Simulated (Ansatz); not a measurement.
Relaxed bulk PbSe:

```
CELL_PARAMETERS angstrom
0.00000 3.08959 3.08959
3.08959 0.00000 3.08959
3.08959 3.08959 0.00000
ATOMIC_POSITIONS crystal
Pb 0.00000 0.00000 0.00000
Se 0.50000 0.50000 0.50000
```

Miller indices refer to the conventional cell of Fm-3m (No. 225), a = 6.179 Å, b = 6.179 Å, c = 6.179 Å, α = 90.00°, β = 90.00°, γ = 90.00°. The bulk's gap is 0.67 eV.

Computed with Ansatz, DFT r2SCAN, scalar-relativistic, plane waves, PAW. Cutoff 500 eV, Gaussian smearing of 0.05 eV, no spin polarisation. A dipole correction acts along the normal.

The slab's middle planes relax by over 3 % too, so it holds no bulk-like region.

A relaxed slab with low-index faces, about a nanometre thick, has these properties:

For this slab, the surface energy (mean of both faces) is 0.20 J/m². The gap of the slab on the mesh is 1.61 eV.

**Question.** Which low-index plane was cut, and which atoms end it?

**Answer.** The (100) plane, with PbSe in the top plane and PbSe in the bottom one as cut, before relaxation. The planes from bottom to top: PbSe, PbSe, PbSe, PbSe.

Spin-orbit coupling is left out, which matters for the bands of heavy elements. Gaps are read on the k points sampled, so a band crossing between them can be missed.